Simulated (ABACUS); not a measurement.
# Rh (Fm-3m) in ABACUS: reference runs

Aim: a first look at Rh with PBEsol, on the cell as given and on a disturbed one.

Everything below comes from runs of ABACUS 3.10.1. Logs are shortened: lines on timing, memory, paths and dates and some standing lists are left out, and cuts for length are marked.

## 1. The structure

Symmetry: Fm-3m, No. 225, cubic system. The conventional cell has a = 3.796 Å, b = 3.796 Å, c = 3.796 Å, α = 90.00°, β = 90.00°, γ = 90.00°. Rh (site symmetry m-3m) has 12 Rh at 2.68 Å as nearest neighbours.

## 2. Single point, PBEsol

Contents of INPUT:

```
INPUT_PARAMETERS
suffix              Rh
calculation         scf
basis_type          pw
pseudo_dir          ./
symmetry            1
dft_functional      pbesol
ecutwfc             89
pseudo_rcut         7
nspin               1
nbands              13
ks_solver           dav
smearing_method     fd
smearing_sigma      0.00367493
scf_thr             1e-08
scf_nmax            100
mixing_type         broyden
mixing_beta         0.7
cal_force           1
cal_stress          1
out_chg             1
out_pot             2
out_elf             1
```

Contents of STRU:

```
ATOMIC_SPECIES
Rh 102.9055 Rh.upf

LATTICE_CONSTANT
1.8897261246

LATTICE_VECTORS
0.0000000000 1.8978500000 1.8978500000
1.8978500000 0.0000000000 1.8978500000
1.8978500000 1.8978500000 0.0000000000

ATOMIC_POSITIONS
Direct

Rh
0.0
1
0.0000000000 0.0000000000 0.0000000000 1 1 1
```

Contents of KPT:

```
K_POINTS
0
Gamma
12 12 12 0 0 0
```

Potentials or basis: PseudoDojo NC SR 0.4.1 PBEsol standard, plane waves.

Command:

```console
OMP_NUM_THREADS=1 mpirun -np 4 abacus > log
```

running log:

```text
ABACUS v3.10.1

               Atomic-orbital Based Ab-initio Computation at UStc

 ------------------------------------------------------------------------------------

 READING GENERAL INFORMATION
                           global_out_dir = OUT.Rh/
                           global_in_card = INPUT
                               pseudo_dir = ./
                              orbital_dir =
                                    DSIZE = 4
                                    GSIZE = 1

 READING UNITCELL INFORMATION
                                    ntype = 1
                  lattice constant (Bohr) = 1.88973
              lattice constant (Angstrom) = 1

 READING ATOM TYPE 1
                               atom label = Rh
                      L=0, number of zeta = 1
                      L=1, number of zeta = 1
                      L=2, number of zeta = 1
             number of atom for this type = 1

                        TOTAL ATOM NUMBER = 1
DIRECT COORDINATES
    atom                   x                   y                   z     mag                  vx                  vy                  vz
taud_Rh1            0.0000000000        0.0000000000        0.0000000000  0.0000        0.0000000000        0.0000000000        0.0000000000

                          Volume (Bohr^3) = 92.2597
                             Volume (A^3) = 13.6715

 Lattice vectors: (Cartesian coordinate: in unit of a_0)
                   +0            +1.89785            +1.89785
             +1.89785                  +0            +1.89785
             +1.89785            +1.89785                  +0
 Reciprocal vectors: (Cartesian coordinate: in unit of 2 pi/a_0)
            -0.263456           +0.263456           +0.263456
            +0.263456           -0.263456           +0.263456
            +0.263456           +0.263456           -0.263456
 The esolver type has been set to : ksdft_pw

                PAO radial cut off (Bohr) = 7

 Read in pseudopotential file is Rh.upf
                     pseudopotential type = NC
          exchange-correlation functional = PBESOL
                 nonlocal core correction = 1
                        valence electrons = 17
                                     lmax = 2
                           number of zeta = 4
                     number of projectors = 6
                           L of projector = 0
                           L of projector = 0
                           L of projector = 1
                           L of projector = 1
                           L of projector = 2
                           L of projector = 2
[... 164 lines left out ...]
 Init Non-Local-Pseudopotential done.

                                     npwx = 336

 Make real space PAO into reciprocal space.
       max mesh points in Pseudopotential = 701
     dq(describe PAO in reciprocal space) = 0.01
                                    max q = 1136

 number of pseudo atomic orbitals for Rh is 4
WARNING: norm of atomic wavefunction # 3 of atomic type Rh is 0.999885, renormalized
WARNING: norm of atomic wavefunction # 4 of atomic type Rh is 0.993215, renormalized

 -------------------------------------------
 SELF-CONSISTENT
 -------------------------------------------
                                 init_chg = atomic

 PW ALGORITHM --------------- ION=   1  ELEC=   1--------------------------------
 Notice: Threshold on eigenvalues was too large.
 hsover_error=0.17 > DRHO=0.135694
 Origin diag ethr = 0.01
 New diag ethr = 0.000798199

 Density error is 0.1376168636
                          Error Threshold = 0.000798198611822
----------------------------------------------------------
     Energy           Rydberg                 eV
----------------------------------------------------------
 E_KohnSham     -234.3835450612      -3188.9517302726
 E_Harris       -238.1554312313      -3240.2708743934
 E_Fermi        1.7633344245         23.9913956530
----------------------------------------------------------
[... 51 lines left out ...]
 Density error is 2.93485167262e-09
                          Error Threshold = 1.75101702953e-09
----------------------------------------------------------
     Energy           Rydberg                 eV
----------------------------------------------------------
 E_KohnSham     -234.4320454298      -3189.6116116405
 E_KS(sigma->0) -234.4317457127      -3189.6075337796
 E_Harris       -234.4322756974      -3189.6147445919
 E_band         -5.9461754030        -80.9018667877
 E_one_elec     -49.5700248960       -674.4347885878
 E_Hartree      37.4755992272        509.8816854545
 E_xc           -37.6087468426       -511.6932516992
 E_Ewald        -184.7282734841      -2513.3571010861
 E_entropy(-TS) -0.0005994343        -0.0081557219
 E_descf        0.0000000000         0.0000000000
 E_exx          0.0000000000         0.0000000000
 E_Fermi        1.6678545856         22.6923257999
----------------------------------------------------------

 charge density convergence is achieved
 final etot is -3189.6116116 eV
 EFERMI = 22.6923258 eV
The vacuum level is 22.019785916 eV

 STATE ENERGY(eV) AND OCCUPATIONS    NSPIN == 1
 1/72 kpoint (Cartesian) = 0.0000 0.0000 0.0000 (326 pws)
       1       -56.1977     0.00115741
       2       -23.6716     0.00115741
       3       -23.6716     0.00115741
       4       -23.6716     0.00115741
       5        14.5826     0.00115741
       6        19.5430     0.00115741
       7        19.5430     0.00115741
       8        19.5430     0.00115741
       9        21.6755     0.00115741
      10        21.6755     0.00115741
      11        38.7779        0.00000
      12        44.2134        0.00000
      13        44.2134        0.00000
[... 61 lines left out ...]
 6/72 kpoint (Cartesian) = 0.10977 0.10977 0.10977 (331 pws)
       1       -56.0893     0.00925926
       2       -24.3747     0.00925926
       3       -23.7687     0.00925926
       4       -23.7687     0.00925926
       5        16.5172     0.00925926
       6        19.5450     0.00925926
       7        19.5450     0.00925926
       8        22.3558     0.00924822
       9        23.0153    1.44624e-05
      10        23.0153    1.44624e-05
      11        32.5509    2.16949e-88
      12        38.5778        0.00000
      13        44.6439        0.00000

[... levels at 66 further k points ...]

------------------------------------------------------------------------------------------
 TOTAL-FORCE (eV/Angstrom)
------------------------------------------------------------------------------------------
                       Rh1         0.0000000000         0.0000000000         0.0000000000
------------------------------------------------------------------------------------------

----------------------------------------------------------------
 TOTAL-STRESS (KBAR)
----------------------------------------------------------------
       -33.6243598530        -0.0000000000         0.0000000000
        -0.0000000000       -33.6243598530         0.0000000000
        -0.0000000000         0.0000000000       -33.6243598530
----------------------------------------------------------------
 TOTAL-PRESSURE: -33.624360 KBAR

 --------------------------------------------
 !FINAL_ETOT_IS -3189.6116116405250978 eV
 --------------------------------------------
```

Wall time 8.7 s (4 MPI ranks of AMD EPYC 7R43 (Zen 3), shared host); peak memory 0.2 GiB.

Results:

| Property | Result |
| --- | --- |
| Free energy | -3189.6116 eV |
| Pressure | -3.4 GPa |
| Band gap on the k mesh | none (metal or under the smearing width) |

## 3. Single point, PBEsol (cell strained at random at fixed volume)

INPUT: that of step 2 with these lines changed.

```diff
@@ -20,4 +20,2 @@
 cal_stress          1
-out_chg             1
-out_pot             2
-out_elf             1
+kpar                4
```

Contents of STRU:

```
ATOMIC_SPECIES
Rh 102.9055 Rh.upf

LATTICE_CONSTANT
1.8897261246

LATTICE_VECTORS
-0.0393340000 1.8830950000 1.9624630000
1.9019270000 0.0328110000 1.8903180000
1.9246520000 1.8336750000 0.0100860000

ATOMIC_POSITIONS
Direct

Rh
0.0
1
0.0047670000 0.0035010000 -0.0058200000 1 1 1
```

KPT is that of step 2.

Potentials or basis: PseudoDojo NC SR 0.4.1 PBEsol standard, plane waves.

Command:

```console
OMP_NUM_THREADS=1 mpirun -np 4 abacus > log
```

running log:

```text
ABACUS v3.10.1

               Atomic-orbital Based Ab-initio Computation at UStc

 ------------------------------------------------------------------------------------

 READING GENERAL INFORMATION
                           global_out_dir = OUT.Rh/
                           global_in_card = INPUT
                               pseudo_dir = ./
                              orbital_dir =
                                    DSIZE = 4
                                    GSIZE = 1

 READING UNITCELL INFORMATION
                                    ntype = 1
                  lattice constant (Bohr) = 1.88973
              lattice constant (Angstrom) = 1

 READING ATOM TYPE 1
                               atom label = Rh
                      L=0, number of zeta = 1
                      L=1, number of zeta = 1
                      L=2, number of zeta = 1
             number of atom for this type = 1

                        TOTAL ATOM NUMBER = 1
DIRECT COORDINATES
    atom                   x                   y                   z     mag                  vx                  vy                  vz
taud_Rh1            0.0047670000        0.0035010000        0.9941800000  0.0000        0.0000000000        0.0000000000        0.0000000000

                          Volume (Bohr^3) = 92.2597
                             Volume (A^3) = 13.6715

 Lattice vectors: (Cartesian coordinate: in unit of a_0)
            -0.039334            +1.88309            +1.96246
[... 309 lines left out ...]

 charge density convergence is achieved
 final etot is -3189.5688916 eV
 EFERMI = 22.672005895 eV

 STATE ENERGY(eV) AND OCCUPATIONS    NSPIN == 1
 1/217 kpoint (Cartesian) = 0.0000 0.0000 0.0000 (1321 pws)
       1       -56.1876     0.00115741
       2       -23.6741     0.00115741
       3       -23.6680     0.00115741
       4       -23.6320     0.00115741
       5        14.5866     0.00115741
       6        19.1290     0.00115741
       7        19.4881     0.00115741
       8        19.9938     0.00115741
       9        21.4199     0.00115741
      10        21.9938     0.00115741
      11        38.7736        0.00000
      12        43.1486        0.00000
      13        44.1373        0.00000
[... 61 lines left out ...]
 6/217 kpoint (Cartesian) = -0.10563 0.11030 0.10436 (1322 pws)
       1       -56.0967     0.00231481
       2       -24.3065     0.00231481
       3       -23.7609     0.00231481
       4       -23.6918     0.00231481
       5        16.4821     0.00231481
       6        19.2819     0.00231481
       7        19.9185     0.00231481
       8        22.0158     0.00231481
       9        22.8619    5.07841e-05
      10        23.1070    3.85711e-07
      11        31.8799    2.43147e-83
      12        38.8541        0.00000
      13        44.8017        0.00000

[... levels at 211 further k points ...]

------------------------------------------------------------------------------------------
 TOTAL-FORCE (eV/Angstrom)
------------------------------------------------------------------------------------------
                       Rh1         0.0000000000         0.0000000000         0.0000000000
------------------------------------------------------------------------------------------

----------------------------------------------------------------
 TOTAL-STRESS (KBAR)
----------------------------------------------------------------
       -71.2516617731        19.6456032815        55.4262337851
        19.6456032815        52.6958887765      -100.3721528631
        55.4262337851      -100.3721528631       -43.6467838456
----------------------------------------------------------------
 TOTAL-PRESSURE: -20.734186 KBAR

 --------------------------------------------
 !FINAL_ETOT_IS -3189.5688915759774318 eV
 --------------------------------------------
```

stdout:

```text
ABACUS v3.10.1

               Atomic-orbital Based Ab-initio Computation at UStc

%%%%%%%%%%%%%%%%%%%%%%%%%%%%%%%%%%%%%%%%%%%%%%%%%%%%%%%%%%%%%%%%%%%%%%%%%%%%%%%%%%%%%%%%%%%%%%%%%%%%%%%%%
 Warning: the number of valence electrons in pseudopotential > 9 for Rh: [Kr] 4d8 5s1
[... 32 lines left out ...]
 TOTAL-STRESS (KBAR)
----------------------------------------------------------------
       -71.2516617731        19.6456032815        55.4262337851
        19.6456032815        52.6958887765      -100.3721528631
        55.4262337851      -100.3721528631       -43.6467838456
----------------------------------------------------------------
 TOTAL-PRESSURE: -20.734186 KBAR
```

Run time: 59 s. Hardware: 4 MPI ranks of AMD EPYC 7R43 (Zen 3), shared host; peak memory 0.48 GiB.

Results:

| Item | Value |
| --- | --- |
| Free energy | -3189.5689 eV |
| Pressure | -2.1 GPa |
| Band gap on the k mesh | none (metal or under the smearing width) |

Levels at points of the mesh, in eV from the Fermi level:
```csv
k point,band 6,band 7,band 8,band 9,band 10
"(0.00, 0.00, 0.00)",-3.54,-3.18,-2.68,-1.25,-0.68
"(0.50, 0.00, 0.00)",-3.45,-2.81,0.24,0.36,0.65
"(0.00, 0.50, 0.00)",-3.64,-2.86,0.49,0.84,1.01
"(0.50, 0.50, 0.00)",-6.00,0.47,0.80,1.23,2.96
"(0.00, 0.00, 0.50)",-3.34,-3.04,0.23,0.78,0.91
"(0.50, 0.00, 0.50)",-6.07,0.49,0.99,1.13,3.88
"(0.00, 0.50, 0.50)",-6.01,0.52,0.86,1.17,2.82
"(0.50, 0.50, 0.50)",-3.78,-2.57,0.46,0.63,0.72
```
